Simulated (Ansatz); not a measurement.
**Moving the pressure in Ti3Si**

The cell as given:

It takes space group Fm-3m (No. 225, cubic). Conventional cell: a = 6.289 Å, b = 6.289 Å, c = 6.289 Å, α = 90.00°, β = 90.00°, γ = 90.00°. Around Ti (site symmetry m-3m) lie 8 Ti at 2.72 Å. Ti (site symmetry -43m) has 4 Ti at 2.72 Å and 4 Si at 2.72 Å as nearest neighbours. Around Si (site symmetry m-3m) lie 8 Ti at 2.72 Å.

The cell comes from a database or a generator and needn't be the stable form of this composition.

Kept alike: task relaxation of cell and atoms; functional PBEsol; k mesh 7 × 7 × 7; occupations fermi-dirac, width 0.05 eV; no spin polarisation. Program: Ansatz, Ansatz PAW, cutoff 420 eV. The mesh is that of the run's cell of 4 atoms. No spin-orbit coupling.

```csv
"pressure, P (GPa)",volume (Å³/atom)
0,14.971
2,?
5,14.484
10,14.066
20,13.364
```

The relaxations keep at least the cell's symmetry (Fm-3m). For a metal such a mesh leaves the last digits unconverged. Runs of this series that gave no sound value for these columns are left out. The runs follow the start's structure, whether or not it is the stable one at these pressures. All rows use potentials made for PBE.

Problem. Fit the rows shown and predict the run at 2 GPa.

Solution. Murnaghan's form V = V0 (1 + B′P/B0)^(-1/B′) through the rows shown has V0 = 14.9705, B0 = 143.1 GPa and B′ = 3.55 (largest miss 0.0014); at P = 2 it gives 14.768 Å³/atom. The run gave: volume 14.767 Å³/atom.
